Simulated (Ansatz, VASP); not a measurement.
**One calculation of Mo, two programs**

```
CELL_PARAMETERS angstrom
-1.52387 1.57100 1.57100
1.52387 -1.57100 1.57100
1.52387 1.57100 -1.57100
ATOMIC_POSITIONS crystal
Mo 0.00000 0.00000 0.00000
```

Change from the starting cell: strain -0.0300 x Voigt [1, 0, 0, 0, 0, 0], atoms carried along.

Alike in both runs: task single point; functional PBEsol; k mesh 22 × 22 × 22; occupations gaussian, width 0.15 eV; no spin polarisation.

```csv
,VASP,Ansatz
version,VASP 6.6.1,Ansatz 0.2.0
potentials or method,"VASP PAW PBE potentials, release 64 (Mo_sv)","scalar-relativistic, plane waves, PAW"
plane-wave cutoff (eV),520,420
valence electrons in the cell,14,14
```

```tsv
	VASP	Ansatz	Ansatz less VASP
gap on the k mesh at the Fermi level (eV)	none	none	-
pressure (GPa)	6.1	5.5	-0.62
largest component of the traceless stress (GPa)	6.83	6.83	-0.002
```

A gap of «none» marks a metal or a gap that the smearing closes. The functional is the same, so the differences come from potentials, cutoffs and numerics.

Caveats: the PAW data sets were made with another functional, which shifts forces and pressure a little (VASP).
